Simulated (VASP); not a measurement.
# AlP (F-43m) in VASP: G0W0 quasiparticle levels with PBEsol

Aim: the G0W0 quasiparticle levels of AlP with PBEsol.

All numbers are computed with VASP 6.6.1; they aren't measurements. Logs are shortened: lines on timing, memory, paths and dates and some standing lists are left out, and cuts for length are marked.

## Step 1: Starting point

It takes space group F-43m (No. 216, cubic). Conventional cell: a = 5.451 Å, b = 5.451 Å, c = 5.451 Å, α = 90.00°, β = 90.00°, γ = 90.00°. Al (site symmetry -43m) is surrounded by 4 P at 2.36 Å. P (site symmetry -43m) is surrounded by 4 Al at 2.36 Å.

## Step 2: G0W0 quasiparticle levels, PBEsol

Contents of POSCAR:

```
AlP
1.0
    0.0000000000      2.7255000000      2.7255000000
    2.7255000000      0.0000000000      2.7255000000
    2.7255000000      2.7255000000      0.0000000000
Al P
1 1
Direct
    0.0000000000      0.0000000000      0.0000000000
    0.2500000000      0.2500000000      0.2500000000
```

Contents of INCAR.step1:

```
SYSTEM = AlP
  PREC = Accurate
  ENCUT = 450
  EDIFF = 1E-8
  ISMEAR = 0
  SIGMA = 0.01
  LREAL = .False.
  LASPH = .True.
  NELM = 60
  ALGO = Fast
  LWAVE = .True.
  LCHARG = .False.
  GGA = PS
  KPAR = 8
```

Contents of INCAR.step2:

```
SYSTEM = AlP
  PREC = Accurate
  ENCUT = 450
  EDIFF = 1E-8
  ISMEAR = 0
  SIGMA = 0.01
  LREAL = .False.
  LASPH = .True.
  NELM = 1
  ALGO = Exact
  LWAVE = .True.
  LCHARG = .False.
  GGA = PS
  NBANDS = 48
  LOPTICS = .True.
  ISTART = 1
  KPAR = 8
```

Contents of INCAR.step3:

```
SYSTEM = AlP
  PREC = Accurate
  ENCUT = 450
  EDIFF = 1E-8
  ISMEAR = 0
  SIGMA = 0.01
  LREAL = .False.
  LASPH = .True.
  ALGO = EVGW0
  LWAVE = .False.
  LCHARG = .False.
  GGA = PS
  NELMGW = 1
  NBANDS = 48
  ENCUTGW = 80
  NOMEGA = 50
  PRECFOCK = Fast
  ISTART = 1
  NBANDSGW = 12
  KPAR = 8
```

Contents of KPOINTS:

```
Automatic mesh
0
Gamma
  4 4 4
  0 0 0
```

Potentials or basis: VASP PAW PBE potentials, release 64 (Al_GW, P_GW).

On the command line:

```
$ cat potpaw_PBE.64/Al_GW/POTCAR potpaw_PBE.64/P_GW/POTCAR > POTCAR
$ cp INCAR.step1 INCAR
$ mpirun -np 8 vasp_std > vasp.out
$ cp INCAR.step2 INCAR
$ mpirun -np 8 vasp_std > vasp.out
$ cp INCAR.step3 INCAR
$ mpirun -np 8 vasp_std > vasp.out
```

OUTCAR:

```text
SYSTEM = AlP
   PREC = Accurate
   ENCUT = 450
   EDIFF = 1E-8
   ISMEAR = 0
   LREAL = .False.
   LASPH = .True.
   GGA = PS
   NELMGW = 1
   ENCUTGW = 80
   PRECFOCK = Fast
   ISTART = 1

 ion  position               nearest neighbor table
   1  0.000  0.000  0.000-   2 2.36   2 2.36   2 2.36   2 2.36
   2  0.250  0.250  0.250-   1 2.36   1 2.36   1 2.36   1 2.36

  LATTYP: Found a face centered cubic cell.
 ALAT       =     5.4510000000

  Lattice vectors:

 A1 = (   0.0000000000,   2.7255000000,   2.7255000000)
 A2 = (   2.7255000000,   0.0000000000,   2.7255000000)
 A3 = (   2.7255000000,   2.7255000000,   0.0000000000)

Analysis of symmetry for initial positions (statically):
=====================================================================
 Subroutine PRICEL returns:
 Original cell was already a primitive cell.

 Routine SETGRP: Setting up the symmetry group for a
 face centered cubic supercell.

 Subroutine GETGRP returns: Found 24 space group operations
 (whereof 24 operations were pure point group operations)
 out of a pool of 48 trial point group operations.

The static configuration has the point symmetry T_d .

Analysis of symmetry for dynamics (positions and initial velocities):
=====================================================================
 Subroutine PRICEL returns:
 Original cell was already a primitive cell.

 Routine SETGRP: Setting up the symmetry group for a
 face centered cubic supercell.

 Subroutine GETGRP returns: Found 24 space group operations
 (whereof 24 operations were pure point group operations)
 out of a pool of 48 trial point group operations.

The dynamic configuration has the point symmetry T_d .

 Subroutine INISYM returns: Found 24 space group operations
 (whereof 24 operations are pure point group operations),
 and found     1 'primitive' translations

----------------------------------------------------------------------------------------

                                     Primitive cell

  volume of cell :      40.4919

  direct lattice vectors                    reciprocal lattice vectors
     0.000000000  2.725500000  2.725500000    -0.183452578  0.183452578  0.183452578
     2.725500000  0.000000000  2.725500000     0.183452578 -0.183452578  0.183452578
     2.725500000  2.725500000  0.000000000     0.183452578  0.183452578 -0.183452578

  length of vectors
     3.854439064  3.854439064  3.854439064     0.317749185  0.317749185  0.317749185

  position of ions in fractional coordinates (direct lattice)
     0.000000000  0.000000000  0.000000000
     0.250000000  0.250000000  0.250000000

  ion indices of the primitive-cell ions
   primitive index   ion index
                 1           1
                 2           2

----------------------------------------------------------------------------------------

 KPOINTS: Automatic mesh

Automatic generation of k-mesh.
 Grid dimensions read from file:
 generate k-points for:    4    4    4

 Generating k-lattice:

  Cartesian coordinates                     Fractional coordinates (reciprocal lattice)
    -0.045863144  0.045863144  0.045863144     0.250000000  0.000000000  0.000000000
     0.045863144 -0.045863144  0.045863144     0.000000000  0.250000000  0.000000000
     0.045863144  0.045863144 -0.045863144     0.000000000  0.000000000  0.250000000

  Length of vectors
     0.079437296  0.079437296  0.079437296

  Shift w.r.t. Gamma in fractional coordinates (k-lattice)
     0.000000000  0.000000000  0.000000000

 Subroutine IBZKPT returns following result:
 ===========================================

 Found      8 irreducible k-points:

 Following reciprocal coordinates:
            Coordinates               Weight
  0.000000  0.000000  0.000000      1.000000
  0.250000  0.000000  0.000000      8.000000
  0.500000  0.000000  0.000000      4.000000
  0.250000  0.250000  0.000000      6.000000
  0.500000  0.250000  0.000000     24.000000
 -0.250000  0.250000  0.000000     12.000000
  0.500000  0.500000  0.000000      3.000000
 -0.250000  0.500000  0.250000      6.000000
   k-points           NKPTS =      8   k-points in BZ     NKDIM =     64   number of bands    NBANDS=     48
   number of dos      NEDOS =    301   number of ions     NIONS =      2
   total plane-waves  NPLWV =  21952
   dimension x,y,z NGX =    28 NGY =   28 NGZ =   28
   dimension x,y,z NGXF=    56 NGYF=   56 NGZF=   56
   ions per type =               1   1
   NGX,Y,Z   is equivalent  to a cutoff of  12.08, 12.08, 12.08 a.u.
   NGXF,Y,Z  is equivalent  to a cutoff of  24.15, 24.15, 24.15 a.u.
 SYSTEM =  AlP
   PREC   = accura    normal or accurate (medium, high low for compatibility)
   ISTART =      1    job   : 0-new  1-cont  2-samecut
   ICHARG =      0    charge: 1-file 2-atom 10-const
   ISPIN  =      1    spin polarized calculation?
   LNONCOLLINEAR =      F non collinear calculations
   LSORBIT =      F    spin-orbit coupling
   LASPH  =      T    aspherical Exc in radial PAW
   ENCUT  =  450.0 eV  33.07 Ry    5.75 a.u.   6.67  6.67  6.67*2*pi/ulx,y,z
   NELM   =     60;   NELMIN=  2; NELMDL=  0     # of ELM steps
   EDIFF  = 0.1E-07   stopping-criterion for ELM
   LREAL  =      F    real-space projection
   EDIFFG = 0.1E-06   stopping-criterion for IOM
   NSW    =      0    number of steps for IOM
   IBRION =     -1    ionic relax: 0-MD 1-quasi-New 2-CG
   NFREE  =      0    steps in history (QN), initial steepest desc. (CG)
   ISIF   =      0    stress and relaxation
   ISYM   =      3    0-nonsym 1-usesym 2-fastsym
   POTIM  = 0.5000    time-step for ionic-motion
   TEBEG  =    0.0;   TEEND  =   0.0 temperature during run
   PSTRESS=    0.0 pullay stress
   NELECT =       8.0000    total number of electrons
   NUPDOWN=      -1.0000    fix difference up-down
   EMIN   =  10.00;   EMAX   =-10.00  energy-range for DOS
   EFERMI =   0.00;   METHOD = LEGACY
   ISMEAR =     0;   SIGMA  =   0.01  broadening in eV -4-tet -1-fermi 0-gaus
   EFERMI_NEDOS =   21; number of points for ismear=-14 and -15
   IALGO  =     38    algorithm
   IMIX   =      4    mixing-type and parameters
     AMIX     =   0.40;   BMIX     =  1.00
     AMIX_MAG =   1.60;   BMIX_MAG =  1.00
  volume/ion in A,a.u.               =      20.25       136.63
  Fermi-wavevector in a.u.,A,eV,Ry     =   0.953488  1.801831 12.369596  0.909140
  Thomas-Fermi vector in A             =   2.082148
   LORBIT       =      0    0 simple, 1 ext, 2 COOP (PROOUT), +10 PAW based schemes
   GGA     = PS    functional components
   LHFCALC =     T    Hartree Fock is set to
   PRECFOCK=fast      Normal, Fast or Accurate (Low or Medium for compatibility)
   ENCUT4O =  -1.0   cutoff for four orbital integrals eV
   NKREDX  =     1    reduce k-point grid by
   NKREDY  =     1    reduce k-point grid by
   NKREDZ  =     1    reduce k-point grid by
   AEXX    =    1.0000 exact exchange contribution
   HFSCREEN=    0.0000 screening length (either q_TF or 0.3 A-1)
   HFSCREENC=   0.0000 screening length for correlation (either q_TF or 0.3 A-1)
   ENCUTFOCK=  -1.0 apply spherical cutoff to Coloumb kernel
   IVDW    =     0    specifies the selected vdW correction
   LEPSILON=     F    determine dielectric tensor
   LRPA    =     F    only Hartree local field effects (RPA)
   LRPAFORCE           =     F    calculate RPA forces
   ENCUTGW             =  80.0    cutoff for response function in eV
   ENCUTGWSOFT         =  64.0    soft cutoff for Coulomb kernel in GW response function in eV
   ENCUTLF             =  -1.0    cutoff for local field effects
   NELMGW              =     1    number of iterations in solving QP/BSE equation
   NELMHF              =     1    number of iterations in the inner HF iteration
   NKREDLFX            =     1    NKREDLFY  =   1   NKREDLFZ  =   1
 non-spin polarized calculation
 Gauss-broadening in eV      SIGMA  =   0.01
  energy-cutoff  :      450.00
  volume of cell :       40.49
 maximum number of plane-waves:       893
 NGX is ok and might be reduce to    28
  NGX = 16; NGY = 16; NGZ = 16
   NGX = 13   NGY = 13   NGZ = 13
 maximum number of plane-waves:        70
 NGX is ok and might be reduce to    14

 QP shifts <psi_nk| G(iteration)W_0 |psi_nk>: iteration 1
 for sc-GW calculations column KS-energies equals QP-energies in previous step
 and V_xc(KS)=  KS-energies - (<T + V_ion + V_H > + <T+V_H+V_ion>^1  + <V_x>^1)

 k-point   1 :       0.0000    0.0000    0.0000
  band No.  KS-energies  QP-energies   sigma(KS)   V_xc(KS)     V^pw_x(r,r')   Z            occupation Imag(sigma)

      1      -7.6647      -8.0180     -11.6030     -11.0706     -18.3844       0.6636       2.0000       1.3020
      2       3.9012       3.5961     -12.3463     -11.9475     -14.1216       0.7650       2.0000       0.0614
      3       3.9012       3.5961     -12.3463     -11.9475     -14.1216       0.7650       2.0000       0.0614
      4       3.9012       3.5961     -12.3463     -11.9475     -14.1216       0.7650       2.0000       0.0614
      5       7.1310       7.7412      -9.4503     -10.2446      -5.4717       0.7683       0.0000      -0.0883
      6       8.3828       8.9810      -8.9533      -9.7387      -4.8489       0.7616       0.0000      -0.0953
      7       8.3828       8.9810      -8.9533      -9.7387      -4.8489       0.7616       0.0000      -0.0953
      8       8.3828       8.9810      -8.9533      -9.7387      -4.8489       0.7616       0.0000      -0.0953
      9      12.6520      13.3495      -9.0687     -10.0003      -4.1588       0.7486       0.0000      -0.2036
     10      12.6520      13.3495      -9.0687     -10.0003      -4.1588       0.7486       0.0000      -0.2036
     11      14.0087      14.3147      -7.6493      -8.0547      -2.3023       0.7547       0.0000      -0.3555
     12      16.0025      16.3080      -7.8323      -8.2398      -2.1126       0.7495       0.0000      -0.5980

 k-point   2 :       0.2500    0.0000    0.0000
  band No.  KS-energies  QP-energies   sigma(KS)   V_xc(KS)     V^pw_x(r,r')   Z            occupation Imag(sigma)
[... 97 lines left out ...]
      1      -5.2149      -5.4258     -12.4620     -12.1586     -18.5311       0.6952       2.0000       0.8719
      2      -1.0722      -1.5314     -11.1419     -10.4889     -14.6126       0.7034       2.0000       0.2218
      3       0.6440       0.1653     -11.0737     -10.4193     -13.6704       0.7316       2.0000       0.1219
      4       1.0022       0.5577     -10.9058     -10.3035     -13.2450       0.7381       2.0000       0.1043
      5       8.1001       8.5488      -9.0538      -9.6401      -5.1530       0.7653       0.0000      -0.0924
      6       9.8103      10.5087      -9.7053     -10.6404      -5.1976       0.7469       0.0000      -0.1346
      7       9.9167      10.4463      -8.7986      -9.4964      -4.5043       0.7590       0.0000      -0.1211
      8      10.1815      10.7083      -8.6813      -9.3834      -3.9105       0.7504       0.0000      -0.1621
      9      15.1203      15.6391      -9.4102     -10.1267      -3.3777       0.7241       0.0000      -0.5262
     10      15.7872      16.6177     -10.0611     -11.1863      -4.2827       0.7380       0.0000      -0.5145
     11      17.1328      17.6619      -9.2370      -9.9451      -3.1956       0.7472       0.0000      -0.7005
     12      18.0709      18.8347      -9.7355     -10.7764      -3.6331       0.7338       0.0000      -0.7300
```

Run time: 17 s. Hardware: 8 MPI ranks of Intel Xeon Platinum 8488C (Sapphire Rapids), shared host; peak memory 0.27 GiB.

Results:

- Band gap on the k mesh, mean-field level: 1.40 eV, indirect (least direct gap 3.23 eV)
- Quasiparticle gap: 2.06 eV
- Least direct quasiparticle gap: 4.15 eV

Levels at points of the mesh, in eV from the valence-band top:
| k point | band 1 | band 2 | band 3 | band 4 | band 5 | band 6 | band 7 | band 8 |
| --- | --- | --- | --- | --- | --- | --- | --- | --- |
| (0.00, 0.00, 0.00) | -11.57 | 0.00 | 0.00 | 0.00 | 3.23 | 4.48 | 4.48 | 4.48 |
| (0.50, 0.00, 0.00) | -9.85 | -5.63 | -0.78 | -0.78 | 2.73 | 4.71 | 4.71 | 8.07 |
| (0.50, 0.50, 0.00) | -9.17 | -5.38 | -2.15 | -2.15 | 1.40 | 2.34 | 11.01 | 11.01 |

Caveat: the k mesh is coarse (spacing up to 0.50 Å⁻¹), so the values aren't converged; bands, screening cutoff and mesh are small and nothing is extrapolated, so the quasiparticle values aren't converged. A k mesh can miss the band edges.
